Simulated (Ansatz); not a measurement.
## A series in volume scale on Al

Plane-wave DFT, scalar-relativistic PAW made under PBE with cores redone for the functional, no dispersion; the given relaxed cell is scaled uniformly, energy at zero smearing counts from the unscaled cell, pressure at the given Fermi-Dirac smearing is positive in compression. The results are calculated, by Ansatz 0.2.0.

The cell before it is scaled or strained (space group Im-3m, No. 229):
```
cell vectors (Å)
  -1.6189     1.6189     1.6189
   1.6189    -1.6189     1.6189
   1.6189     1.6189    -1.6189
atoms (fractions of the cell vectors)
Al  0.00000  0.00000  0.00000
```

Settings of every row: spin polarised no; functional PBE; wave cutoff 420 eV; smearing width 0.1 eV; k mesh 15x15x15.

Atom starting moment: 0 on all atoms.

Limits: the cell comes from a prototype or a list of computed structures and needn't be the stable phase.

| row | volume scale | V (Å³/atom) | pressure (GPa) | energy change per atom (meV) |
| --- | --- | --- | --- | --- |
| 1 | 0.88 | 14.935 | 11.35 | 62.13 |
| 2 | 0.92 | 15.614 | ? | ? |
| 3 | 0.96 | 16.293 | 2.86 | 5.21 |
| 4 | 1.04 | 17.65 | -2.61 | 6.29 |
| 5 | 1.08 | 18.329 | -4.56 | 21.8 |
| 6 | 1.12 | 19.008 | -6.12 | 44.71 |

Question: what pressure and energy change per atom should row 2 give?

Worked fit of pressure. Take u = (V_r/V)^(2/3) − 1 with V_r = 17.65 Å³ an atom, which is twice the finite (Eulerian) strain; such expansions in the strain, on which the Birch-Murnaghan equation of state is built, carry the rest volume and the bulk modulus. The shown rows have u = 0.11779, 0.05478, 0, -0.02485, -0.04821. Least squares give pressure = −2.634 + 85.422 × u + 281.94 × u² GPa; a straight line predicts inner rows, each left out in turn, worse (root mean square 0.95 against 0.053 GPa). The rows lie off it by 0.01, -0.03, 0.02, 0.02, -0.02. The pressure vanishes at u = 0.0282, or V = 16.93 Å³ an atom, and there the bulk modulus at fixed shape and fractions is B = −V dP/dV = (2/3)(1 + u) dP/du = 69.5 GPa. The withheld row has u = 0.08514, so the fit gives −2.634 + 85.422 × (0.08514) + 281.94 × (0.08514)² = 6.68 GPa.

The calculation gave 6.63 GPa. The fit lies 0.05 GPa (0.29 % of the column's range) above it; its largest miss of a shown row is 0.03 GPa.

Worked fit of energy change per atom. Take u = (V_r/V)^(2/3) − 1 with V_r = 17.65 Å³ an atom, which is twice the finite (Eulerian) strain; such expansions in the strain, on which the Birch-Murnaghan equation of state is built, carry the rest volume and the bulk modulus. The shown rows have u = 0.11779, 0.05478, 0, -0.02485, -0.04821. Least squares give energy change per atom = 6.083 − 433.477 × u + 7713.56 × u² meV; a straight line predicts inner rows, each left out in turn, worse (root mean square 26 against 0.46 meV). The rows lie off it by 0.08, -0.27, 0.21, 0.18, -0.20 (root mean square 0.2 meV). The withheld row has u = 0.08514, so the fit gives 6.083 − 433.477 × (0.08514) + 7713.56 × (0.08514)² = 25.09 meV.

The calculation gave 24.72 meV. The fit lies 0.37 meV (1.5 % of the value, 0.65 % of the column's range) above it; its largest miss of a shown row is 0.27 meV.
